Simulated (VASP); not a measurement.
Ag: equation of state with PBE

The system is Ag.

```
CELL_PARAMETERS angstrom
-1.65565 1.65565 1.65565
1.65565 -1.65565 1.65565
1.65565 1.65565 -1.65565
ATOMIC_POSITIONS crystal
Ag 0.00000 0.00000 0.00000
```

This isn't the form of Ag at room conditions, which is fcc.

```yaml
Program: VASP 6.6.1
Task: equation of state
Functional: PBE
Potentials_or_basis: VASP PAW PBE potentials, release 64 (Ag)
Cutoff: 520 eV
k_mesh: 11 × 11 × 11
Occupations: fermi-dirac, width 0.05 eV
Spin: no spin polarisation
Further_INCAR_settings: ALGO = Normal; EDIFF = 1e-07; NBANDS = 12
```

```yaml
Equilibrium_volume: 17.98 Å³/atom
Bulk_modulus: 89 GPa
Pressure_derivative_of_the_bulk_modulus: 5.7
```

Energy against volume, from the lowest point:
```
volume (Å³/atom)  energy (meV/atom)
          17.065              14.08
          17.428               4.57
          17.791               0.09
          18.154               0.00
          18.517               3.76
          18.880              10.85
          19.243              20.86
```

All runs of the series together: 42 s on 1 thread of Intel(R) Xeon(R) Platinum 8559C (Emerald Rapids), on a shared host.
